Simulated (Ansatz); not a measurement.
## FeO under changes of volume

One of the cells (10.013 Å³/atom); the others are scaled copies at fixed shape and fractional positions:

```xyz
2
Lattice="0.0000 2.1554 2.1554 2.1554 0.0000 2.1554 2.1554 2.1554 0.0000" Properties=species:S:1:pos:R:3 pbc="T T T"
Fe    0.0000    0.0000    0.0000
O     2.1554    2.1554    2.1554
```

- Program: Ansatz 0.2.0
- Functional: PBE
- Potentials or basis: Ansatz PAW
- Cutoff: 420 eV (not typed: the program's choice for these potentials)
- k mesh: 11 × 11 × 11
- Occupations: fermi-dirac, width 0.05 eV
- Spin: collinear spin, ferromagnetic start
- Starting moments: [3.0, 0.0] μB

```tsv
volume (Å³/atom)	energy over the lowest point (meV/atom)	pressure (GPa)
9.413	?	?
9.613	9.16	8.0
9.813	2.00	3.7
10.013	0.00	-0.2
10.214	2.52	-3.7
10.414	9.19	-6.8
10.614	19.65	-9.6
```

**Question.** What does the run at 9.413 Å³/atom give?

**Answer.** Energy over the lowest point 22.14 meV/atom; pressure 12.9 GPa.

Worked out: A Birch-Murnaghan fit of order 3 (a polynomial in V^(-2/3)) to the other rows has its minimum at 10.00 Å³/atom with B0 = V·E''(V) = 185 GPa and B' = 4.0. It gives 21.88 meV/atom at 9.413 Å³/atom, against the run's 22.14, and -dE/dV = 12.6 GPa, against 12.9.

Energies are extrapolated to zero smearing.

Caveats: a cell with one magnetic atom can't hold antiferromagnetic order, which such compounds often take.
